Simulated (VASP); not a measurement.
# WS2: single point with PBE

WS2:

```xyz
3
Lattice="3.2288 0.0000 0.0000 -1.6144 2.7962 0.0000 0.0000 0.0000 5.9936" Properties=species:S:1:pos:R:3 pbc="T T T"
W     0.0000    0.0000    0.0000
S     0.0000    1.8641    1.5385
S     1.6144    0.9321    4.4552
```

The cell was built by a generator and needn't be a form met in nature.

| Quantity | Value |
| --- | --- |
| Program | VASP 6.6.1 |
| Task | single point |
| Functional | PBE |
| Potentials or basis | VASP PAW PBE potentials, release 64 (W_sv, S) |
| Cutoff | 520 eV |
| k mesh | 6 × 6 × 4 |
| Occupations | fermi-dirac, width 0.05 eV |
| Spin | no spin polarisation |
| Dipole correction | no |
| Further INCAR settings | ALGO = Fast; EDIFF = 1e-06; NBANDS = 20 |

* Pressure: 3.0 GPa
* Largest force: 0.265 eV/Å
* Band gap on the k mesh: none (metal or under the smearing width)

Forces in eV/Å, atoms in the order of the input:
```
W    0.000  0.000  0.000
S    0.000  0.000  0.265
S    0.000  0.000 -0.265
```

Stress tensor (GPa, compression positive):
```
1.97 0.00 0.00
0.00 1.97 0.00
0.00 0.00 5.17
```

Levels at points of the mesh, in eV from the Fermi level:
```tsv
k point	band 11	band 12	band 13	band 14	band 15	band 16
(0.00, 0.00, 0.00)	-1.04	-0.77	-0.77	-0.54	-0.54	3.40
(0.50, 0.00, 0.00)	-3.73	-2.14	-1.73	1.57	2.30	3.62
(0.00, 0.00, 0.50)	-0.79	-0.79	-0.67	-0.67	0.19	3.74
(0.50, 0.00, 0.50)	-2.54	-2.26	-1.86	1.57	2.32	3.66
```

Run time: 9.8 s on 1 thread of Intel(R) Xeon(R) 6975P-C (Granite Rapids), on a shared host, peak memory 0.17 GiB.

Caveat: the k mesh is coarse (spacing up to 0.37 Å⁻¹), so the values aren't converged; this functional lacks dispersion, which binds the layers, so the pressure and a relaxed spacing across them are unreliable. Spin-orbit coupling is left out, which matters for the levels of W.
